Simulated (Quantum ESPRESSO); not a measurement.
# F on fcc sites of Co(0001), stepped through the coverage, part 6 of 10

Aim: how the results for F on fcc sites of Co(0001) change with the coverage.

Quantum ESPRESSO 7.5; plane-wave DFT, PBE, GBRV ultrasoft pseudopotentials.

So far. Step 6 (Self-consistent run, 0 ML): Inside the slab this potential holds the local part of the pseudopotentials, which can be repulsive at the nuclei; only its value in the vacuum has a meaning of its own. Step 7 (Relaxing the ions, 0.1667 ML): The relaxation lowers the energy by 51 meV an atom. On the free atoms the largest force ends at 0.031 eV/Å.

### Step 8. SCF with pw.x, 0.1667 ML

m1.esm.in

```
&control
  prefix = 'm1.esm'
  outdir = './out'
  pseudo_dir = './pseudo'
  calculation = 'scf'
  tprnfor = .true.
/
&system
  ibrav = 0
  nat = 19
  ntyp = 2
  ecutwfc = 40
  ecutrho = 200
  occupations = 'smearing'
  smearing = 'mv'
  degauss = 0.02
  assume_isolated = 'esm'
  esm_bc = 'bc1'
  nspin = 2
  starting_magnetization(1) = 0.28
/
&electrons
  conv_thr = 1e-07
  mixing_beta = 0.25
  electron_maxstep = 160
  mixing_mode = 'local-TF'
  mixing_ndim = 12
/
ATOMIC_SPECIES
  Co  58.9332  co_pbe_v1.2.uspp.F.UPF
  F   18.9984  f_pbe_v1.4.uspp.F.UPF
CELL_PARAMETERS angstrom
  7.47224547600000 0.00000000000000 0.00000000000000
  2.49074849200000 4.31410293701956 0.00000000000000
  0.00000000000000 0.00000000000000 19.00516934814567
ATOMIC_POSITIONS crystal
  Co  0.888888888900 0.833333333300 -0.144919620700
  Co  0.888888888900 0.333333333300 -0.144919620700
  Co  0.222222222200 0.833333333300 -0.144919620700
  Co  0.222222222200 0.333333333300 -0.144919620700
  Co  0.555555555600 0.833333333300 -0.144919620700
  Co  0.555555555600 0.333333333300 -0.144919620700
  Co  0.111111111100 0.166666666700 -0.038836091900
  Co  0.111111111100 0.666666666700 -0.038836091900
  Co  0.444444444500 0.166666666700 -0.038836091900
  Co  0.444444444500 0.666666666700 -0.038836091900
  Co  0.777777777800 0.166666666700 -0.038836091900
  Co  0.777777777800 0.666666666700 -0.038836091900
  Co  0.887458217800 0.827746645900 0.067985224500
  Co  0.886501583000 0.342016909400 0.068092428000
  Co  0.226586965900 0.830842334700 0.068145864100
  Co  0.226617567600 0.329328005100 0.063061343900
  Co  0.555761103800 0.832823990000 0.064386384000
  Co  0.552109963600 0.336076240500 0.063867842500
  F   -0.001815919300 0.002015846100 0.144919620700
K_POINTS automatic
  4 5 1 0 0 0
```

The run is started by

```console
OMP_NUM_THREADS=1 mpirun -n 8 pw.x -nk 1 -in m1.esm.in > m1.esm.out
```

Log:

```text
[banner, memory and clock lines left out]
Program PWSCF v.7.5 starts
[...]
number of electrons       =       313.00
     number of Kohn-Sham states=          188
     kinetic-energy cutoff     =      40.0000  Ry
     charge density cutoff     =     200.0000  Ry
[...]
number of k points=    11  Marzari-Vanderbilt smearing, width (Ry)=  0.0200
[...]
Dense  grid:   197443 G-vectors     FFT dimensions: (  64,  45, 162)
[...]
negative rho (up, down):  3.334E-04 2.234E-04
     Starting wfcs are  238 randomized atomic wfcs
[...]
negative rho (up, down):  1.417E-01 7.830E-02
[...]
estimated scf accuracy    <     318.88830716 Ry
     total magnetization       =    28.87 Bohr mag/cell
     absolute magnetization    =    34.06 Bohr mag/cell
[...]
negative rho (up, down):  2.544E-01 1.646E-01
[...]
estimated scf accuracy    <      77.44804724 Ry
     total magnetization       =    43.28 Bohr mag/cell
     absolute magnetization    =    45.83 Bohr mag/cell
[...]
negative rho (up, down):  2.541E-01 1.913E-01
[...]
estimated scf accuracy    <      11.51557153 Ry
     total magnetization       =    37.88 Bohr mag/cell
     absolute magnetization    =    38.73 Bohr mag/cell
[...]
negative rho (up, down):  2.497E-01 1.967E-01
[...]
estimated scf accuracy    <       4.90962693 Ry
     total magnetization       =    35.04 Bohr mag/cell
     absolute magnetization    =    39.56 Bohr mag/cell
[...]
negative rho (up, down):  2.341E-01 1.511E-01
[...]
estimated scf accuracy    <       1.38459927 Ry
     total magnetization       =    32.99 Bohr mag/cell
     absolute magnetization    =    36.92 Bohr mag/cell
[...]
negative rho (up, down):  2.408E-01 1.309E-01
[...]
estimated scf accuracy    <       1.18437660 Ry
     total magnetization       =    33.14 Bohr mag/cell
     absolute magnetization    =    37.50 Bohr mag/cell
[...]
negative rho (up, down):  7.290E-02 2.745E-01
[...]
estimated scf accuracy    <       0.93936011 Ry
     total magnetization       =    33.36 Bohr mag/cell
     absolute magnetization    =    37.28 Bohr mag/cell
[...]
negative rho (up, down):  6.570E-02 2.557E-01
[...]
estimated scf accuracy    <       1.03833508 Ry
     total magnetization       =    31.91 Bohr mag/cell
     absolute magnetization    =    35.35 Bohr mag/cell
[...]
negative rho (up, down):  7.036E-02 1.689E-01
[...]
estimated scf accuracy    <       0.22709396 Ry
     total magnetization       =    32.11 Bohr mag/cell
     absolute magnetization    =    35.57 Bohr mag/cell
[...]
negative rho (up, down):  7.764E-02 1.121E-01
[...]
estimated scf accuracy    <       0.28959965 Ry
     total magnetization       =    32.19 Bohr mag/cell
     absolute magnetization    =    35.57 Bohr mag/cell
[...]
negative rho (up, down):  8.026E-02 7.599E-02
[...]
estimated scf accuracy    <       0.12578303 Ry
     total magnetization       =    32.01 Bohr mag/cell
     absolute magnetization    =    35.34 Bohr mag/cell
[...]
negative rho (up, down):  7.462E-02 7.541E-02
[...]
estimated scf accuracy    <       0.24801644 Ry
     total magnetization       =    31.85 Bohr mag/cell
     absolute magnetization    =    35.13 Bohr mag/cell
[...]
negative rho (up, down):  6.155E-02 9.359E-02
[...]
estimated scf accuracy    <       0.16810427 Ry
     total magnetization       =    31.78 Bohr mag/cell
     absolute magnetization    =    35.05 Bohr mag/cell
[...]
negative rho (up, down):  4.957E-02 1.258E-01
[...]
estimated scf accuracy    <       0.12800330 Ry
     total magnetization       =    31.85 Bohr mag/cell
     absolute magnetization    =    35.15 Bohr mag/cell
[...]
negative rho (up, down):  4.227E-02 1.347E-01
[...]
estimated scf accuracy    <       0.22335163 Ry
     total magnetization       =    32.01 Bohr mag/cell
     absolute magnetization    =    35.36 Bohr mag/cell
[...]
negative rho (up, down):  3.158E-02 1.377E-01
[...]
estimated scf accuracy    <       0.18257794 Ry
     total magnetization       =    32.02 Bohr mag/cell
     absolute magnetization    =    35.40 Bohr mag/cell
[...]
negative rho (up, down):  2.237E-02 1.342E-01
[...]
estimated scf accuracy    <       0.08858845 Ry
     total magnetization       =    31.96 Bohr mag/cell
     absolute magnetization    =    35.37 Bohr mag/cell
[...]
negative rho (up, down):  1.442E-02 9.768E-02
[...]
estimated scf accuracy    <       0.02286362 Ry
     total magnetization       =    31.93 Bohr mag/cell
     absolute magnetization    =    35.34 Bohr mag/cell
[...]
negative rho (up, down):  9.923E-03 5.822E-02
[...]
estimated scf accuracy    <       0.01015252 Ry
     total magnetization       =    31.90 Bohr mag/cell
     absolute magnetization    =    35.29 Bohr mag/cell
[...]
negative rho (up, down):  1.768E-02 2.207E-02
[...]
estimated scf accuracy    <       0.00584759 Ry
     total magnetization       =    31.88 Bohr mag/cell
     absolute magnetization    =    35.21 Bohr mag/cell
[...]
negative rho (up, down):  1.903E-02 1.079E-02
[...]
estimated scf accuracy    <       0.00223946 Ry
     total magnetization       =    31.94 Bohr mag/cell
     absolute magnetization    =    35.24 Bohr mag/cell
[...]
negative rho (up, down):  1.268E-02 1.732E-03
[...]
estimated scf accuracy    <       0.00388768 Ry
     total magnetization       =    31.96 Bohr mag/cell
     absolute magnetization    =    35.24 Bohr mag/cell
[...]
negative rho (up, down):  4.213E-03 1.233E-03
[...]
estimated scf accuracy    <       0.00256609 Ry
     total magnetization       =    31.94 Bohr mag/cell
     absolute magnetization    =    35.24 Bohr mag/cell
[...]
negative rho (up, down):  3.766E-03 1.290E-04
[...]
estimated scf accuracy    <       0.00038457 Ry
     total magnetization       =    31.93 Bohr mag/cell
     absolute magnetization    =    35.24 Bohr mag/cell
[...]
negative rho (up, down):  1.114E-03 1.483E-03
[...]
estimated scf accuracy    <       0.00052557 Ry
     total magnetization       =    31.93 Bohr mag/cell
     absolute magnetization    =    35.23 Bohr mag/cell
[...]
negative rho (up, down):  2.921E-05 2.671E-03
[...]
estimated scf accuracy    <       0.00029864 Ry
     total magnetization       =    31.93 Bohr mag/cell
     absolute magnetization    =    35.24 Bohr mag/cell
[...]
negative rho (up, down):  2.112E-04 2.928E-03
[...]
estimated scf accuracy    <       0.00016410 Ry
     total magnetization       =    31.94 Bohr mag/cell
     absolute magnetization    =    35.24 Bohr mag/cell
[...]
negative rho (up, down):  1.300E-04 1.078E-03
[...]
estimated scf accuracy    <       0.00003600 Ry
     total magnetization       =    31.94 Bohr mag/cell
     absolute magnetization    =    35.25 Bohr mag/cell
[...]
negative rho (up, down):  3.317E-04 2.996E-04
[...]
estimated scf accuracy    <       0.00001161 Ry
     total magnetization       =    31.94 Bohr mag/cell
     absolute magnetization    =    35.25 Bohr mag/cell
[...]
negative rho (up, down):  8.375E-04 1.085E-04
[...]
estimated scf accuracy    <       0.00001194 Ry
     total magnetization       =    31.94 Bohr mag/cell
     absolute magnetization    =    35.25 Bohr mag/cell
[...]
negative rho (up, down):  7.881E-04 4.490E-05
[...]
estimated scf accuracy    <       0.00000387 Ry
     total magnetization       =    31.94 Bohr mag/cell
     absolute magnetization    =    35.25 Bohr mag/cell
[...]
negative rho (up, down):  2.734E-04 4.837E-05
[...]
estimated scf accuracy    <       0.00000114 Ry
     total magnetization       =    31.94 Bohr mag/cell
     absolute magnetization    =    35.24 Bohr mag/cell
[...]
negative rho (up, down):  2.681E-04 5.803E-05
[...]
estimated scf accuracy    <       0.00000275 Ry
     total magnetization       =    31.93 Bohr mag/cell
     absolute magnetization    =    35.24 Bohr mag/cell
[...]
negative rho (up, down):  1.946E-04 5.631E-05
[...]
estimated scf accuracy    <       0.00000045 Ry
     total magnetization       =    31.93 Bohr mag/cell
     absolute magnetization    =    35.24 Bohr mag/cell
[...]
negative rho (up, down):  1.462E-04 8.677E-05
[...]
the Fermi energy is    -5.1927 ev
!    total energy              =   -5420.84212589 Ry
     estimated scf accuracy    <       0.00000008 Ry
     smearing contrib. (-TS)   =       0.00140062 Ry
     internal energy E=F+TS    =   -5420.84352651 Ry
[...]
one-electron contribution =   37359.21701926 Ry
     hartree contribution      =  -18746.36236606 Ry
     xc contribution           =    -596.93194991 Ry
     ewald contribution        =  -23436.76622981 Ry
     total magnetization       =    31.93 Bohr mag/cell
     absolute magnetization    =    35.24 Bohr mag/cell
     convergence has been achieved in  35 iterations
     negative rho (up, down):  1.462E-04 8.677E-05
[...]
Total force =     0.030146     Total SCF correction =     0.002832
[...]
```

Wall time 26 min (8 MPI ranks of Arm Neoverse V1, shared host); peak memory 2.5 GiB.

This step gave:

| Quantity | Value |
| --- | --- |
| free energy | -73754.3144 eV |
| Fermi energy | -5.193 eV |
| vacuum line at the lower end of the cell, over the Fermi level | 5.039 eV |
| vacuum line at the upper end of the cell, over the Fermi level | 5.346 eV |

Inside the slab this potential holds the local part of the pseudopotentials, which can be repulsive at the nuclei; only its value in the vacuum has a meaning of its own.

(Part 6 of 10 ends here.)

[Logs are printed without paths, hosts, clocks, repeated set-up lines and the standing remarks that a program may print on its own settings, such as how far it seeks lower states.]

[Hosts, paths, dates, database ids (printed as entryN), source tags and the programs' standing remarks are cut or masked in the printed files.]

[Maps of the electrostatic potential energy from Ansatz leave out the sawtooth potential of an applied field or a dipole correction, so their vacuum need not be flat; planar profiles and work functions include it.]
